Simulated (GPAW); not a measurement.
Input of a GPAW 26.7.0 run:

run.py

```python
import numpy as np
from ase.dft.bandgap import bandgap
from ase.io import write
from ase.spacegroup import crystal
from gpaw import GPAW, PW
from gpaw.response.df import DielectricFunction

# Pb 4c
# S 4c
atoms = crystal(['Pb', 'S'],
                basis=[[0.0, 0.86943665, 0.25],
                       [0.0, 0.64520291, 0.25]],
                spacegroup=63, setting=1,  # Cmcm
                cellpar=[4.15990539, 11.98259373, 4.27932094, 90.0, 90.0, 90.0],
                primitive_cell=True)

calc = GPAW(mode=PW(400),
            xc='PBE',
            kpts={'size': (6, 6, 5), 'gamma': True},
            occupations={'name': 'fermi-dirac', 'width': 0.001},
            nbands=33,
            convergence={'density': 1e-06},
            maxiter=150,
            txt='gpaw.txt')
atoms.calc = calc
energy = atoms.get_potential_energy()
calc.write('gs.gpw')
write('result.traj', atoms)
print(f'Energy: {energy:.6f} eV')
print('Fermi level:', round(calc.get_fermi_level(), 4), 'eV')
print(f'Gap: {bandgap(calc)[0]:.4f} eV, direct: {bandgap(calc, direct=True)[0]:.4f} eV')

for size in [(7, 7, 6), (9, 9, 9)]:
    name = 'x'.join(str(n) for n in size)
    dense = calc.fixed_density(kpts={'size': size, 'gamma': True},
                               nbands=58, convergence={'bands': 52},
                               update_fermi_level=True, txt=f'dense-{name}.txt')
    dense.write(f'{name}.gpw', mode='all')
    df = DielectricFunction(f'{name}.gpw', frequencies=np.array([0.0]), hilbert=False, eta=0.001,
                            ecut=80, nbands=52, intraband=False, txt=f'df-{name}.txt')
    for xc in ['RPA', 'LR0.2', 'ALDA_X']:
        for direction in ['x', 'y', 'z', [0, 1, 1], [1, 0, 1], [1, 1, 0]]:
            e0, e = df.get_macroscopic_dielectric_constant(xc=xc, direction=direction)
            print(f'{name} {xc} {direction}: {e0:.4f} without, {e:.4f} with local fields')
```

Potentials or basis: GPAW PAW data sets (gpaw-data 1.2.1), pw.

Run with:

```sh
$ OMP_NUM_THREADS=1 python run.py
```

Q: Estimate the electronic dielectric tensor (diagonal).

A: 13.82, 8.89, 14.73.

Q: Predict the band gap on the k mesh.

A: 1.12 eV, indirect (least direct gap 1.21 eV).

Electronic dielectric tensor:
```
13.82  0.00  0.00
 0.00  8.89  0.00
 0.00  0.00 14.73
```

Caveat: the long-wavelength limit can be off by a per cent or two; spin-orbit coupling is left out, which as a rule narrows the gap of such compounds by several tenths of an eV; an odd mesh through Γ misses points on the zone boundary, where band edges often lie; the program warned that so skewed a cell can give wrong results.
